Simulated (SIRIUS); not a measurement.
# Mo (Im-3m) in SIRIUS: notebook, part 2 of 3

SIRIUS 7.12.0. The steps go on from the part before.

### Step 4. Equation of state, BLYP, 15.57 Å³/atom (volume scaled by 0.98)

Contents of sirius.json:

```json
{
  "control": {
    "processing_unit": "cpu",
    "std_evp_solver_name": "lapack",
    "gen_evp_solver_name": "lapack",
    "verbosity": 2,
    "print_forces": false,
    "ortho_rf": true,
    "use_second_variation": true,
    "rmt_max": 3.0,
    "num_bands_to_print": 15,
    "save_wf": true
  },
  "parameters": {
    "electronic_structure_method": "full_potential_lapwlo",
    "xc_functionals": ["XC_GGA_X_B88", "XC_GGA_C_LYP"],
    "core_relativity": "dirac",
    "valence_relativity": "iora",
    "num_fv_states": 15,
    "smearing": "fermi_dirac",
    "smearing_width": 0.0018374661,
    "pw_cutoff": 20,
    "gk_cutoff": 3.52,
    "lmax_apw": 10,
    "lmax_rho": 8,
    "lmax_pot": 8,
    "num_mag_dims": 0,
    "auto_rmt": 0,
    "ngridk": [12, 12, 12],
    "shiftk": [0, 0, 0],
    "num_dft_iter": 80,
    "energy_tol": 1e-07,
    "density_tol": 1e-05,
    "use_symmetry": true
  },
  "settings": {"tol_ne": 1e-10},
  "iterative_solver": {"type": "exact"},
  "mixer": {"type": "anderson", "beta": 0.5, "max_history": 8},
  "unit_cell": {
    "lattice_vectors": [
      [-2.9728775707, 2.9728775707, 2.9728775707],
      [2.9728775707, -2.9728775707, 2.9728775707],
      [2.9728775707, 2.9728775707, -2.9728775707]
    ],
    "atom_types": ["Mo"],
    "atom_files": {"Mo": "Mo.json"},
    "atoms": {"Mo": [[0.0, 0.0, 0.0]]}
  }
}
```

Contents of Mo.json:

```json
{
  "name": "molybdenum",
  "symbol": "Mo",
  "number": 42,
  "mass": 95.96,
  "rmin": 1e-06,
  "rmt": 2.5,
  "nrmt": 800,
  "rinf": 17.03,
  "core": "1s2s2p3s3p3d",
  "valence": [
    {"basis": [{"enu": 0.25, "dme": 0, "n": 0, "auto": 0}, {"enu": 0.25, "dme": 1, "n": 0, "auto": 0}]},
    {"l": 0, "n": 1, "basis": [{"enu": 0.35, "dme": 0, "n": 0, "auto": 0}]},
    {"l": 1, "n": 2, "basis": [{"enu": 0.35, "dme": 0, "n": 0, "auto": 0}]},
    {"l": 2, "n": 3, "basis": [{"enu": 0.35, "dme": 0, "n": 0, "auto": 0}]},
    {"l": 3, "n": 4, "basis": [{"enu": 0.35, "dme": 0, "n": 0, "auto": 0}]}
  ],
  "lo": [
    {"l": 0, "basis": [{"enu": 0.35, "dme": 0, "n": 0, "auto": 0}, {"enu": 0.35, "dme": 1, "n": 0, "auto": 0}]},
    {
      "l": 0,
      "basis": [{"enu": -1.8659, "dme": 0, "n": 4, "auto": 1}, {"enu": -1.8659, "dme": 1, "n": 4, "auto": 1}]
    },
    {
      "l": 0,
      "basis": [{"enu": -1.8659, "dme": 1, "n": 4, "auto": 1}, {"enu": 0.35, "dme": 0, "n": 0, "auto": 0}]
    },
    {"l": 0, "basis": [{"enu": 0.35, "dme": 0, "n": 0, "auto": 0}, {"enu": 2.91, "dme": 0, "n": 0, "auto": 0}]},
    {"l": 1, "basis": [{"enu": 0.35, "dme": 0, "n": 0, "auto": 0}, {"enu": 0.35, "dme": 1, "n": 0, "auto": 0}]},
    {
      "l": 1,
      "basis": [{"enu": -0.9213, "dme": 0, "n": 4, "auto": 1}, {"enu": -0.9213, "dme": 1, "n": 4, "auto": 1}]
    },
    {
      "l": 1,
      "basis": [{"enu": -0.9213, "dme": 1, "n": 4, "auto": 1}, {"enu": 0.35, "dme": 0, "n": 0, "auto": 0}]
    },
    {"l": 1, "basis": [{"enu": 0.35, "dme": 0, "n": 0, "auto": 0}, {"enu": 3.294, "dme": 0, "n": 0, "auto": 0}]},
    {"l": 2, "basis": [{"enu": 0.35, "dme": 0, "n": 0, "auto": 0}, {"enu": 0.35, "dme": 1, "n": 0, "auto": 0}]},
    {"l": 2, "basis": [{"enu": 0.35, "dme": 1, "n": 0, "auto": 0}, {"enu": 0.35, "dme": 2, "n": 0, "auto": 0}]},
    {"l": 2, "basis": [{"enu": 0.35, "dme": 0, "n": 0, "auto": 0}, {"enu": 2.846, "dme": 0, "n": 0, "auto": 0}]},
    {"l": 3, "basis": [{"enu": 0.35, "dme": 0, "n": 0, "auto": 0}, {"enu": 0.35, "dme": 1, "n": 0, "auto": 0}]},
    {"l": 3, "basis": [{"enu": 0.35, "dme": 0, "n": 0, "auto": 0}, {"enu": 3.134, "dme": 0, "n": 0, "auto": 0}]}
  ],
  "free_atom": [... radial grid and density of the free atom, the start of the SCF ...]
}
```

Contents of sirius_start.json:

```json
{
  "control": {
    "processing_unit": "cpu",
    "std_evp_solver_name": "lapack",
    "gen_evp_solver_name": "lapack",
    "verbosity": 1,
    "print_forces": false,
    "ortho_rf": true,
    "use_second_variation": true,
    "rmt_max": 3.0,
    "num_bands_to_print": 15,
    "save_wf": false
  },
  "parameters": {
    "electronic_structure_method": "full_potential_lapwlo",
    "xc_functionals": ["XC_LDA_X", "XC_LDA_C_PW"],
    "core_relativity": "dirac",
    "valence_relativity": "iora",
    "num_fv_states": 15,
    "smearing": "fermi_dirac",
    "smearing_width": 0.0055123983,
    "pw_cutoff": 20,
    "gk_cutoff": 2.82,
    "lmax_apw": 10,
    "lmax_rho": 8,
    "lmax_pot": 8,
    "num_mag_dims": 0,
    "auto_rmt": 0,
    "ngridk": [5, 5, 5],
    "shiftk": [0, 0, 0],
    "num_dft_iter": 30,
    "energy_tol": 0.01,
    "density_tol": 0.05,
    "use_symmetry": true
  },
  "settings": {"tol_ne": 1e-10},
  "iterative_solver": {"type": "exact"},
  "mixer": {"type": "anderson", "beta": 0.5, "max_history": 8},
  "unit_cell": {
    "lattice_vectors": [
      [-2.9728775707, 2.9728775707, 2.9728775707],
      [2.9728775707, -2.9728775707, 2.9728775707],
      [2.9728775707, 2.9728775707, -2.9728775707]
    ],
    "atom_types": ["Mo"],
    "atom_files": {"Mo": "Mo.json"},
    "atoms": {"Mo": [[0.0, 0.0, 0.0]]}
  }
}
```

Started as:

```console
> OMP_NUM_THREADS=1 sirius.scf --input=sirius_start.json --output=start.json
> OMP_NUM_THREADS=1 sirius.scf --input=sirius.json --output=output.json --task=1
```

Run time: 24 s. Hardware: 1 thread of Arm Neoverse V1, shared host; peak memory 0.3 GiB.

Results (log left out):

```yaml
Free_energy: -110208.0370 eV
Band_gap_on_the_k_mesh: none (metal or under the smearing width)
All_electrons_inside_the_program's_atomic_spheres: Mo 40.37 (radii Mo 2.5 bohr)
```

### Step 5. Equation of state, BLYP, 15.89 Å³/atom

Edit sirius.json of step 4 so:

```diff
@@ -40,5 +40,5 @@
     "lattice_vectors": [
-      [-2.9728775707, 2.9728775707, 2.9728775707],
-      [2.9728775707, -2.9728775707, 2.9728775707],
-      [2.9728775707, 2.9728775707, -2.9728775707]
+      [-2.9929651906, 2.9929651906, 2.9929651906],
+      [2.9929651906, -2.9929651906, 2.9929651906],
+      [2.9929651906, 2.9929651906, -2.9929651906]
     ],
```

Contents of Mo.json:

```json
{
  "name": "molybdenum",
  "symbol": "Mo",
  "number": 42,
  "mass": 95.96,
  "rmin": 1e-06,
  "rmt": 2.5,
  "nrmt": 800,
  "rinf": 17.03,
  "core": "1s2s2p3s3p3d",
  "valence": [
    {"basis": [{"enu": 0.24, "dme": 0, "n": 0, "auto": 0}, {"enu": 0.24, "dme": 1, "n": 0, "auto": 0}]},
    {"l": 0, "n": 1, "basis": [{"enu": 0.34, "dme": 0, "n": 0, "auto": 0}]},
    {"l": 1, "n": 2, "basis": [{"enu": 0.34, "dme": 0, "n": 0, "auto": 0}]},
    {"l": 2, "n": 3, "basis": [{"enu": 0.34, "dme": 0, "n": 0, "auto": 0}]},
    {"l": 3, "n": 4, "basis": [{"enu": 0.34, "dme": 0, "n": 0, "auto": 0}]}
  ],
  "lo": [
    {"l": 0, "basis": [{"enu": 0.34, "dme": 0, "n": 0, "auto": 0}, {"enu": 0.34, "dme": 1, "n": 0, "auto": 0}]},
    {
      "l": 0,
      "basis": [{"enu": -1.8759, "dme": 0, "n": 4, "auto": 1}, {"enu": -1.8759, "dme": 1, "n": 4, "auto": 1}]
    },
    {
      "l": 0,
      "basis": [{"enu": -1.8759, "dme": 1, "n": 4, "auto": 1}, {"enu": 0.34, "dme": 0, "n": 0, "auto": 0}]
    },
    {"l": 0, "basis": [{"enu": 0.34, "dme": 0, "n": 0, "auto": 0}, {"enu": 2.9, "dme": 0, "n": 0, "auto": 0}]},
    {"l": 1, "basis": [{"enu": 0.34, "dme": 0, "n": 0, "auto": 0}, {"enu": 0.34, "dme": 1, "n": 0, "auto": 0}]},
    {
      "l": 1,
      "basis": [{"enu": -0.9313, "dme": 0, "n": 4, "auto": 1}, {"enu": -0.9313, "dme": 1, "n": 4, "auto": 1}]
    },
    {
      "l": 1,
      "basis": [{"enu": -0.9313, "dme": 1, "n": 4, "auto": 1}, {"enu": 0.34, "dme": 0, "n": 0, "auto": 0}]
    },
    {"l": 1, "basis": [{"enu": 0.34, "dme": 0, "n": 0, "auto": 0}, {"enu": 3.284, "dme": 0, "n": 0, "auto": 0}]},
    {"l": 2, "basis": [{"enu": 0.34, "dme": 0, "n": 0, "auto": 0}, {"enu": 0.34, "dme": 1, "n": 0, "auto": 0}]},
    {"l": 2, "basis": [{"enu": 0.34, "dme": 1, "n": 0, "auto": 0}, {"enu": 0.34, "dme": 2, "n": 0, "auto": 0}]},
    {"l": 2, "basis": [{"enu": 0.34, "dme": 0, "n": 0, "auto": 0}, {"enu": 2.836, "dme": 0, "n": 0, "auto": 0}]},
    {"l": 3, "basis": [{"enu": 0.34, "dme": 0, "n": 0, "auto": 0}, {"enu": 0.34, "dme": 1, "n": 0, "auto": 0}]},
    {"l": 3, "basis": [{"enu": 0.34, "dme": 0, "n": 0, "auto": 0}, {"enu": 3.124, "dme": 0, "n": 0, "auto": 0}]}
  ],
  "free_atom": [... radial grid and density of the free atom, the start of the SCF ...]
}
```

Edit sirius_start.json of step 4 so:

```diff
@@ -40,5 +40,5 @@
     "lattice_vectors": [
-      [-2.9728775707, 2.9728775707, 2.9728775707],
-      [2.9728775707, -2.9728775707, 2.9728775707],
-      [2.9728775707, 2.9728775707, -2.9728775707]
+      [-2.9929651906, 2.9929651906, 2.9929651906],
+      [2.9929651906, -2.9929651906, 2.9929651906],
+      [2.9929651906, 2.9929651906, -2.9929651906]
     ],
```

Started as:

```console
> OMP_NUM_THREADS=1 sirius.scf --input=sirius_start.json --output=start.json
> OMP_NUM_THREADS=1 sirius.scf --input=sirius.json --output=output.json --task=1
```

It took 24 s on 1 thread of Arm Neoverse V1, shared host; peak memory 0.3 GiB.

The run converged. Its results:

| Property | Result |
| --- | --- |
| Free energy | -110208.0582 eV |
| Band gap on the k mesh | none (metal or under the smearing width) |
| All electrons inside the program's atomic spheres | Mo 40.33 (radii Mo 2.5 bohr) |

### Step 6. Equation of state, BLYP, 16.21 Å³/atom (volume scaled by 1.02)

Edit sirius.json of step 5 so:

```diff
@@ -40,5 +40,5 @@
     "lattice_vectors": [
-      [-2.9929651906, 2.9929651906, 2.9929651906],
-      [2.9929651906, -2.9929651906, 2.9929651906],
-      [2.9929651906, 2.9929651906, -2.9929651906]
+      [-3.0127867298, 3.0127867298, 3.0127867298],
+      [3.0127867298, -3.0127867298, 3.0127867298],
+      [3.0127867298, 3.0127867298, -3.0127867298]
     ],
```

Contents of Mo.json:

```json
{
  "name": "molybdenum",
  "symbol": "Mo",
  "number": 42,
  "mass": 95.96,
  "rmin": 1e-06,
  "rmt": 2.5,
  "nrmt": 800,
  "rinf": 17.03,
  "core": "1s2s2p3s3p3d",
  "valence": [
    {"basis": [{"enu": 0.23, "dme": 0, "n": 0, "auto": 0}, {"enu": 0.23, "dme": 1, "n": 0, "auto": 0}]},
    {"l": 0, "n": 1, "basis": [{"enu": 0.33, "dme": 0, "n": 0, "auto": 0}]},
    {"l": 1, "n": 2, "basis": [{"enu": 0.33, "dme": 0, "n": 0, "auto": 0}]},
    {"l": 2, "n": 3, "basis": [{"enu": 0.33, "dme": 0, "n": 0, "auto": 0}]},
    {"l": 3, "n": 4, "basis": [{"enu": 0.33, "dme": 0, "n": 0, "auto": 0}]}
  ],
  "lo": [
    {"l": 0, "basis": [{"enu": 0.33, "dme": 0, "n": 0, "auto": 0}, {"enu": 0.33, "dme": 1, "n": 0, "auto": 0}]},
    {
      "l": 0,
      "basis": [{"enu": -1.8859, "dme": 0, "n": 4, "auto": 1}, {"enu": -1.8859, "dme": 1, "n": 4, "auto": 1}]
    },
    {
      "l": 0,
      "basis": [{"enu": -1.8859, "dme": 1, "n": 4, "auto": 1}, {"enu": 0.33, "dme": 0, "n": 0, "auto": 0}]
    },
    {"l": 0, "basis": [{"enu": 0.33, "dme": 0, "n": 0, "auto": 0}, {"enu": 2.89, "dme": 0, "n": 0, "auto": 0}]},
    {"l": 1, "basis": [{"enu": 0.33, "dme": 0, "n": 0, "auto": 0}, {"enu": 0.33, "dme": 1, "n": 0, "auto": 0}]},
    {
      "l": 1,
      "basis": [{"enu": -0.9413, "dme": 0, "n": 4, "auto": 1}, {"enu": -0.9413, "dme": 1, "n": 4, "auto": 1}]
    },
    {
      "l": 1,
      "basis": [{"enu": -0.9413, "dme": 1, "n": 4, "auto": 1}, {"enu": 0.33, "dme": 0, "n": 0, "auto": 0}]
    },
    {"l": 1, "basis": [{"enu": 0.33, "dme": 0, "n": 0, "auto": 0}, {"enu": 3.274, "dme": 0, "n": 0, "auto": 0}]},
    {"l": 2, "basis": [{"enu": 0.33, "dme": 0, "n": 0, "auto": 0}, {"enu": 0.33, "dme": 1, "n": 0, "auto": 0}]},
    {"l": 2, "basis": [{"enu": 0.33, "dme": 1, "n": 0, "auto": 0}, {"enu": 0.33, "dme": 2, "n": 0, "auto": 0}]},
    {"l": 2, "basis": [{"enu": 0.33, "dme": 0, "n": 0, "auto": 0}, {"enu": 2.826, "dme": 0, "n": 0, "auto": 0}]},
    {"l": 3, "basis": [{"enu": 0.33, "dme": 0, "n": 0, "auto": 0}, {"enu": 0.33, "dme": 1, "n": 0, "auto": 0}]},
    {"l": 3, "basis": [{"enu": 0.33, "dme": 0, "n": 0, "auto": 0}, {"enu": 3.114, "dme": 0, "n": 0, "auto": 0}]}
  ],
  "free_atom": [... radial grid and density of the free atom, the start of the SCF ...]
}
```

Edit sirius_start.json of step 5 so:

```diff
@@ -40,5 +40,5 @@
     "lattice_vectors": [
-      [-2.9929651906, 2.9929651906, 2.9929651906],
-      [2.9929651906, -2.9929651906, 2.9929651906],
-      [2.9929651906, 2.9929651906, -2.9929651906]
+      [-3.0127867298, 3.0127867298, 3.0127867298],
+      [3.0127867298, -3.0127867298, 3.0127867298],
+      [3.0127867298, 3.0127867298, -3.0127867298]
     ],
```

Potentials or basis: all-electron FP-LAPW, apw+lo standard.

Started as:

```console
> OMP_NUM_THREADS=1 sirius.scf --input=sirius_start.json --output=start.json
> OMP_NUM_THREADS=1 sirius.scf --input=sirius.json --output=output.json --task=1
```

Run time: 24 s. Hardware: 1 thread of Arm Neoverse V1, shared host; peak memory 0.3 GiB.

It converged, with:

```yaml
Free_energy: -110208.0688 eV
Band_gap_on_the_k_mesh: none (metal or under the smearing width)
All_electrons_inside_the_program's_atomic_spheres: Mo 40.29 (radii Mo 2.5 bohr)
```

### Step 7. Equation of state, BLYP, 16.53 Å³/atom (volume scaled by 1.04)

Edit sirius.json of step 6 so:

```diff
@@ -40,5 +40,5 @@
     "lattice_vectors": [
-      [-3.0127867298, 3.0127867298, 3.0127867298],
-      [3.0127867298, -3.0127867298, 3.0127867298],
-      [3.0127867298, 3.0127867298, -3.0127867298]
+      [-3.0323508281, 3.0323508281, 3.0323508281],
+      [3.0323508281, -3.0323508281, 3.0323508281],
+      [3.0323508281, 3.0323508281, -3.0323508281]
     ],
```

Contents of Mo.json:

```json
{
  "name": "molybdenum",
  "symbol": "Mo",
  "number": 42,
  "mass": 95.96,
  "rmin": 1e-06,
  "rmt": 2.5,
  "nrmt": 800,
  "rinf": 17.03,
  "core": "1s2s2p3s3p3d",
  "valence": [
    {"basis": [{"enu": 0.22, "dme": 0, "n": 0, "auto": 0}, {"enu": 0.22, "dme": 1, "n": 0, "auto": 0}]},
    {"l": 0, "n": 1, "basis": [{"enu": 0.32, "dme": 0, "n": 0, "auto": 0}]},
    {"l": 1, "n": 2, "basis": [{"enu": 0.32, "dme": 0, "n": 0, "auto": 0}]},
    {"l": 2, "n": 3, "basis": [{"enu": 0.32, "dme": 0, "n": 0, "auto": 0}]},
    {"l": 3, "n": 4, "basis": [{"enu": 0.32, "dme": 0, "n": 0, "auto": 0}]}
  ],
  "lo": [
    {"l": 0, "basis": [{"enu": 0.32, "dme": 0, "n": 0, "auto": 0}, {"enu": 0.32, "dme": 1, "n": 0, "auto": 0}]},
    {
      "l": 0,
      "basis": [{"enu": -1.8959, "dme": 0, "n": 4, "auto": 1}, {"enu": -1.8959, "dme": 1, "n": 4, "auto": 1}]
    },
    {
      "l": 0,
      "basis": [{"enu": -1.8959, "dme": 1, "n": 4, "auto": 1}, {"enu": 0.32, "dme": 0, "n": 0, "auto": 0}]
    },
    {"l": 0, "basis": [{"enu": 0.32, "dme": 0, "n": 0, "auto": 0}, {"enu": 2.88, "dme": 0, "n": 0, "auto": 0}]},
    {"l": 1, "basis": [{"enu": 0.32, "dme": 0, "n": 0, "auto": 0}, {"enu": 0.32, "dme": 1, "n": 0, "auto": 0}]},
    {
      "l": 1,
      "basis": [{"enu": -0.9513, "dme": 0, "n": 4, "auto": 1}, {"enu": -0.9513, "dme": 1, "n": 4, "auto": 1}]
    },
    {
      "l": 1,
      "basis": [{"enu": -0.9513, "dme": 1, "n": 4, "auto": 1}, {"enu": 0.32, "dme": 0, "n": 0, "auto": 0}]
    },
    {"l": 1, "basis": [{"enu": 0.32, "dme": 0, "n": 0, "auto": 0}, {"enu": 3.264, "dme": 0, "n": 0, "auto": 0}]},
    {"l": 2, "basis": [{"enu": 0.32, "dme": 0, "n": 0, "auto": 0}, {"enu": 0.32, "dme": 1, "n": 0, "auto": 0}]},
    {"l": 2, "basis": [{"enu": 0.32, "dme": 1, "n": 0, "auto": 0}, {"enu": 0.32, "dme": 2, "n": 0, "auto": 0}]},
    {"l": 2, "basis": [{"enu": 0.32, "dme": 0, "n": 0, "auto": 0}, {"enu": 2.816, "dme": 0, "n": 0, "auto": 0}]},
    {"l": 3, "basis": [{"enu": 0.32, "dme": 0, "n": 0, "auto": 0}, {"enu": 0.32, "dme": 1, "n": 0, "auto": 0}]},
    {"l": 3, "basis": [{"enu": 0.32, "dme": 0, "n": 0, "auto": 0}, {"enu": 3.104, "dme": 0, "n": 0, "auto": 0}]}
  ],
  "free_atom": [... radial grid and density of the free atom, the start of the SCF ...]
}
```

Edit sirius_start.json of step 6 so:

```diff
@@ -40,5 +40,5 @@
     "lattice_vectors": [
-      [-3.0127867298, 3.0127867298, 3.0127867298],
-      [3.0127867298, -3.0127867298, 3.0127867298],
-      [3.0127867298, 3.0127867298, -3.0127867298]
+      [-3.0323508281, 3.0323508281, 3.0323508281],
+      [3.0323508281, -3.0323508281, 3.0323508281],
+      [3.0323508281, 3.0323508281, -3.0323508281]
     ],
```

Started as:

```console
> OMP_NUM_THREADS=1 sirius.scf --input=sirius_start.json --output=start.json
> OMP_NUM_THREADS=1 sirius.scf --input=sirius.json --output=output.json --task=1
```

It took 24 s on 1 thread of Arm Neoverse V1, shared host; peak memory 0.3 GiB.

It converged, with:

```yaml
Free_energy: -110208.0698 eV
Band_gap_on_the_k_mesh: none (metal or under the smearing width)
All_electrons_inside_the_program's_atomic_spheres: Mo 40.25 (radii Mo 2.5 bohr)
```

(Continued in part 3 of 3.)
